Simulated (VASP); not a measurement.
# Si (Fd-3m) in VASP: a series of runs, part 2 of 2

VASP 6.6.1. Earlier steps stand in the parts before.

### 4 Single point, PBE (grid = ENCUT=600 dk=0.45 cell=2x2x1 ISMEAR=0 SIGMA=0.05 LREAL=Auto EDIFF=1e-06)

The input, INCAR:

```
PREC = Accurate
ENCUT = 600
EDIFF = 1E-6
ISMEAR = 0
SIGMA = 0.05
LREAL = Auto
LASPH = True
NELM = 120
ALGO = Fast
ISIF = 2
LWAVE = False
LCHARG = False
GGA = PE
NBANDS = 24
```

The input, KPOINTS:

```
Automatic mesh
0
Gamma
  5 5 5
```

The input, POSCAR:

```
Si7C
1.0
    0.0000000000      5.4437023730      5.4437023730
    5.4437023730      0.0000000000      5.4437023730
    2.7218511865      2.7218511865      0.0000000000
C Si
1 7
Direct
    0.2500000000      0.2500000000      0.5000000000
    0.2500000000      0.7500000000      0.5000000000
    0.7500000000      0.2500000000      0.5000000000
    0.7500000000      0.7500000000      0.5000000000
    0.3750000000      0.3750000000      0.7500000000
    0.3750000000      0.8750000000      0.7500000000
    0.8750000000      0.3750000000      0.7500000000
    0.8750000000      0.8750000000      0.7500000000
```

Potentials or basis: VASP PAW PBE potentials, release 64 (C, Si).

The run is started by

```console
$ cat potpaw_PBE.64/C/POTCAR potpaw_PBE.64/Si/POTCAR > POTCAR
$ mpirun -np 1 vasp_std > vasp.out
```

OUTCAR:

```text
PREC = Accurate
   ENCUT = 600
   EDIFF = 1E-6
   ISMEAR = 0
   LREAL = Auto
   LASPH = True
   NELM = 120
   ISIF = 2
   GGA = PE

 Found     27 irreducible k-points:

 Following reciprocal coordinates:
            Coordinates               Weight
  0.000000  0.000000  0.000000      1.000000
  0.200000  0.000000  0.000000      4.000000
  0.400000  0.000000  0.000000      4.000000
  0.200000  0.200000  0.000000      2.000000
  0.400000  0.200000  0.000000      4.000000
 -0.400000  0.200000  0.000000      4.000000
   k-points           NKPTS =     27   k-points in BZ     NKDIM =     27   number of bands    NBANDS=     24
   number of dos      NEDOS =    301   number of ions     NIONS =      8
   total plane-waves  NPLWV = 131072
   dimension x,y,z NGX =    64 NGY =   64 NGZ =   32
   dimension x,y,z NGXF=   128 NGYF=  128 NGZF=   64
   ions per type =               1   7
   NGX,Y,Z   is equivalent  to a cutoff of  13.82, 13.82, 13.82 a.u.
   NGXF,Y,Z  is equivalent  to a cutoff of  27.64, 27.64, 27.64 a.u.
 SYSTEM =  unknown system
   PREC   = accura    normal or accurate (medium, high low for compatibility)
[... 67 lines left out ...]
  band No.  band energies     occupation
      1      -6.8464      2.00000
      2      -4.8401      2.00000
      3      -4.5685      2.00000
      4      -3.2269      2.00000
      5      -2.6431      2.00000
      6      -1.9442      2.00000
[... 151 lines left out ...]
     23       8.5338      0.00000
     24       8.9276      0.00000

 [... further k-points ...]

------------------------ aborting loop because EDIFF is reached ----------------------------------------

  FORCE on cell =-STRESS in cart. coord.  units (eV):
  Direction    XX          YY          ZZ          XY          YZ          ZX
  --------------------------------------------------------------------------------------
  -------------------------------------------------------------------------------------
  Total       -7.2508439     -7.2508439     -7.7962889      0.1841876      0.0000000     -0.0000000
  in kB      -72.0138483    -72.0138483    -77.4310927      1.8293120      0.0000000     -0.0000000
  external PRESSURE =     -73.8195964 kB  Pullay stress =       0.0000000 kB

 VOLUME and BASIS-vectors are now :
 -----------------------------------------------------------------------------
  energy-cutoff  :      600.00
  volume of cell :      161.32
      direct lattice vectors                 reciprocal lattice vectors
     0.000000000  5.443702373  5.443702373    -0.091849254  0.091849254  0.091849254
     5.443702373  0.000000000  5.443702373     0.091849254 -0.091849254  0.091849254
     2.721851186  2.721851186  0.000000000     0.183698507  0.183698507 -0.183698507

 POSITION                                       TOTAL-FORCE (eV/Angst)
 -----------------------------------------------------------------------------------
      2.72185      2.72185      2.72185        -0.000000      0.000000      0.029303
      5.44370      2.72185      5.44370         0.132171     -0.132171      0.008741
      2.72185      5.44370      5.44370        -0.132171      0.132171      0.008741
      5.44370      5.44370      8.16555        -0.000000      0.000000      0.104482
      4.08278      4.08278      4.08278         0.000000      0.000000     -2.699070
      6.80463      4.08278      6.80463         1.265400     -1.265400      1.280764
      4.08278      6.80463      6.80463        -1.265400      1.265400      1.280764
      6.80463      6.80463      9.52648        -0.000000      0.000000     -0.013725
 -----------------------------------------------------------------------------------
    total drift:                               -0.000000     -0.000000     -0.000020

  FREE ENERGIE OF THE ION-ELECTRON SYSTEM (eV)
  ---------------------------------------------------
  free  energy   TOTEN  =       -43.8200748818 eV

  energy  without entropy=      -43.8195242812  energy(sigma->0) =      -43.81979958
```

Run time: 99 s. Hardware: 1 thread of Intel Xeon 6975P-C (Granite Rapids), shared host; peak memory 0.35 GiB.

These settings aren't checked as converged: the numbers below hold their error.

Results:

```yaml
Free_energy: -43.8201 eV
Pressure: -7.4 GPa
Largest_force: 2.699 eV/Å
Band_gap_on_the_k_mesh: 0.03 eV, direct
```

### 5 Single point, PBE (grid = ENCUT=350 dk=0.45 cell=3x3x3 ISMEAR=0 SIGMA=0.05 LREAL=Auto EDIFF=1e-06)

The input, INCAR:

```
SYSTEM = Si
PREC = Accurate
ENCUT = 350
EDIFF = 1E-6
ISMEAR = 0
SIGMA = 0.05
LREAL = Auto
LASPH = .TRUE.
NELM = 120
ALGO = Fast
ISIF = 2
LWAVE = .FALSE.
LCHARG = .FALSE.
GGA = PE
NBANDS = 126
```

The input, KPOINTS:

```
regular mesh
0
G
  2 2 2
  0 0 0
```

The input, POSCAR:

```
Si
1.0
    0.0000000000      8.1655535595      8.1655535595
    8.1655535595      0.0000000000      8.1655535595
    8.1655535595      8.1655535595      0.0000000000
Si
54
Direct
    0.1666666667      0.1666666667      0.1666666667
    0.1666666667      0.1666666667      0.5000000000
    0.1666666667      0.1666666667      0.8333333333
    0.1666666667      0.5000000000      0.1666666667
    0.1666666667      0.5000000000      0.5000000000
    0.1666666667      0.5000000000      0.8333333333
    0.1666666667      0.8333333333      0.1666666667
    0.1666666667      0.8333333333      0.5000000000
    0.1666666667      0.8333333333      0.8333333333
    0.5000000000      0.1666666667      0.1666666667
    0.5000000000      0.1666666667      0.5000000000
    0.5000000000      0.1666666667      0.8333333333
    0.5000000000      0.5000000000      0.1666666667
    0.5000000000      0.5000000000      0.5000000000
    0.5000000000      0.5000000000      0.8333333333
    0.5000000000      0.8333333333      0.1666666667
    0.5000000000      0.8333333333      0.5000000000
    0.5000000000      0.8333333333      0.8333333333
    0.8333333333      0.1666666667      0.1666666667
    0.8333333333      0.1666666667      0.5000000000
    0.8333333333      0.1666666667      0.8333333333
    0.8333333333      0.5000000000      0.1666666667
    0.8333333333      0.5000000000      0.5000000000
    0.8333333333      0.5000000000      0.8333333333
    0.8333333333      0.8333333333      0.1666666667
    0.8333333333      0.8333333333      0.5000000000
    0.8333333333      0.8333333333      0.8333333333
    0.2500000000      0.2500000000      0.2500000000
    0.2500000000      0.2500000000      0.5833333333
    0.2500000000      0.2500000000      0.9166666667
    0.2500000000      0.5833333333      0.2500000000
    0.2500000000      0.5833333333      0.5833333333
    0.2500000000      0.5833333333      0.9166666667
    0.2500000000      0.9166666667      0.2500000000
    0.2500000000      0.9166666667      0.5833333333
    0.2500000000      0.9166666667      0.9166666667
    0.5833333333      0.2500000000      0.2500000000
    0.5833333333      0.2500000000      0.5833333333
    0.5833333333      0.2500000000      0.9166666667
    0.5833333333      0.5833333333      0.2500000000
    0.5833333333      0.5833333333      0.5833333333
    0.5833333333      0.5833333333      0.9166666667
    0.5833333333      0.9166666667      0.2500000000
    0.5833333333      0.9166666667      0.5833333333
    0.5833333333      0.9166666667      0.9166666667
    0.9166666667      0.2500000000      0.2500000000
    0.9166666667      0.2500000000      0.5833333333
    0.9166666667      0.2500000000      0.9166666667
    0.9166666667      0.5833333333      0.2500000000
    0.9166666667      0.5833333333      0.5833333333
    0.9166666667      0.5833333333      0.9166666667
    0.9166666667      0.9166666667      0.2500000000
    0.9166666667      0.9166666667      0.5833333333
    0.9166666667      0.9166666667      0.9166666667
```

Potentials or basis: VASP PAW PBE potentials, release 64 (Si).

The run is started by

```console
$ cat potpaw_PBE.64/Si/POTCAR > POTCAR
$ mpirun -np 1 vasp_std > vasp.out
```

It took 3.7 min on 1 thread of Intel Xeon 6975P-C (Granite Rapids), shared host; peak memory 0.73 GiB.

These settings aren't checked as converged: the numbers below hold their error.

What came out:

```yaml
Free_energy: -292.2079 eV
Pressure: 1.3 GPa
Band_gap_on_the_k_mesh: 0.72 eV
```

### 6 Single point, PBE (grid = ENCUT=350 dk=0.6 cell=3x3x3 ISMEAR=0 SIGMA=0.05 LREAL=Auto EDIFF=1e-06)

INCAR is that of step 5.

KPOINTS is that of step 5.

POSCAR is that of step 5.

Potentials or basis: VASP PAW PBE potentials, release 64 (Si).

The run is started by

```console
$ cat potpaw_PBE.64/Si/POTCAR > POTCAR
$ mpirun -np 1 vasp_std > vasp.out
```

Run time: 3.2 min. Hardware: 1 thread of Intel Xeon 6975P-C (Granite Rapids), shared host; peak memory 0.73 GiB.

These settings aren't checked as converged: the numbers below hold their error.

Results:

```
Free energy            : -292.2079 eV
Pressure               : 1.3 GPa
Band gap on the k mesh : 0.72 eV
```

### 7 The reference run

An earlier run on the cell as given: functional PBE; potentials or basis VASP PAW PBE potentials, release 64 (Si); cutoff 520 eV; k mesh 8 × 8 × 8; occupations fermi-dirac, width 0.05 eV; no spin polarisation.

* Pressure: 1.3 GPa
* Band gap on the k mesh: 0.63 eV, indirect (least direct gap 2.56 eV)
